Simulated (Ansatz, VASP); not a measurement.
## AlN in VASP and in Ansatz

The input INCAR:

```
PREC = Accurate
ENCUT = 520
EDIFF = 1E-7
ISMEAR = 0
SIGMA = 0.05
LREAL = False
LASPH = True
NELM = 60
ALGO = Fast
ISIF = 2
LWAVE = False
LCHARG = True
LELF = True
LVHAR = True
NBANDS = 16
```

Contents of KPOINTS:

```
Automatic mesh
0
Gamma
  8 8 6
```

File POSCAR:

```
AlN
1.0
    0.0000000000     -2.0055201245     -2.0055201245
    0.0000000000      2.0055201245     -2.0055201245
    4.0110402489      0.0000000000      0.0000000000
Al N
2 2
Direct
    0.5047176582      0.4952823418      0.0000000000
   -0.0047176582      0.0047176582      0.5000000000
    0.5221887576      0.4778112424      0.5000000000
   -0.0221887576      1.0221887576      0.0000000000
```

Input for Ansatz:

```yaml
crystal:
  lattice:
    - [0.0, -2.0055201245, -2.0055201245]
    - [0.0, 2.0055201245, -2.0055201245]
    - [4.0110402489, 0.0, 0.0]
  atoms:
    - { symbol: Al, position: [0.5047176582, 0.4952823418, 0.0] }
    - { symbol: Al, position: [-0.0047176582, 0.0047176582, 0.5] }
    - { symbol: "N", position: [0.5221887576, 0.4778112424, 0.5] }
    - { symbol: "N", position: [-0.0221887576, 1.0221887576, 0.0] }
basis:
  ecutwfc: 520.0
kpoints:
  mp_grid: { grid: [8, 8, 6] }
hamiltonian:
  xc: lda
scf:
  occupations: { method: gaussian, width: 0.05 }
output:
  forces: true
  stress: true
  eigenvalues: true
```

Change from the starting cell: mode 10 frozen in at -0.089 Å and mode 12 at +0.000 Å (largest displacements).

Alike in both runs: task single point; functional LDA; k mesh 8 × 8 × 6; occupations gaussian, width 0.05 eV; no spin polarisation.

```csv
,VASP,Ansatz
version,VASP 6.6.1,Ansatz 0.2.0
potentials or method,"VASP PAW LDA potentials, release 64 (Al, N)","scalar-relativistic, plane waves, PAW"
plane-wave cutoff (eV),520,520
valence electrons in the cell,16,16
```

|  | VASP | Ansatz | Ansatz less VASP |
| --- | --- | --- | --- |
| gap on the k mesh at the Fermi level (eV) | 4.52 | 4.53 | +0.013 |
| least direct gap on the mesh (eV) | 4.71 | 4.73 | +0.012 |
| pressure (GPa) | 3.1 | 2.4 | -0.68 |
| largest component of the traceless stress (GPa) | 4.83 | 4.71 | -0.113 |
| rms of the force components (eV/Å) | 0.740 | 0.724 | -0.0160 |

Atom by atom the forces differ by 0.017 eV/Å (rms over components).

Caveats: forces of over 1 eV/Å show positions far from the minimum, so gaps and moduli don't describe the material at rest. A k mesh can miss the band edges.
